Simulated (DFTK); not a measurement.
**Si under changes of volume**

One of the cells (14.668 Å³/atom); the others are scaled copies at fixed shape and fractional positions:

```
CELL_PARAMETERS angstrom
2.62054 0.00000 0.00000
-1.31027 2.26946 0.00000
0.00000 0.00000 2.46635
ATOMIC_POSITIONS crystal
Si 0.00000 0.00000 0.00000
```

This isn't the form of Si at room conditions, which is diamond.

| Item | Value |
| --- | --- |
| Program | DFTK 0.8.2 |
| Functional | PBEsol |
| Potentials or basis | dojo.nc.sr.pbesol.v0_4_1.standard.upf (PBEsol) |
| Cutoff | 653 eV |
| k mesh | 12 × 12 × 11 |
| Occupations | fermi-dirac, width 0.05 eV |
| Spin | no spin polarisation |

```csv
volume (Å³/atom),energy over the lowest point (meV/atom),pressure (GPa)
13.788,24.54,8.9
14.081,11.12,5.8
14.375,3.12,3.0
14.668,0.00,0.5
14.961,?,?
15.255,6.41,-3.8
15.548,15.04,-5.6
```

What does the run at 14.961 Å³/atom give?

Energy over the lowest point 1.25 meV/atom; pressure -1.8 GPa.

Worked out: A Birch-Murnaghan fit of order 3 (a polynomial in V^(-2/3)) to the other rows has its minimum at 14.73 Å³/atom with B0 = V·E''(V) = 117 GPa and B' = 4.6 at fixed shape and positions, which overstates the stiffness. It gives 1.25 meV/atom at 14.961 Å³/atom, against the run's 1.25, and -dE/dV = -1.8 GPa, against -1.8.

Energies are extrapolated to zero smearing.
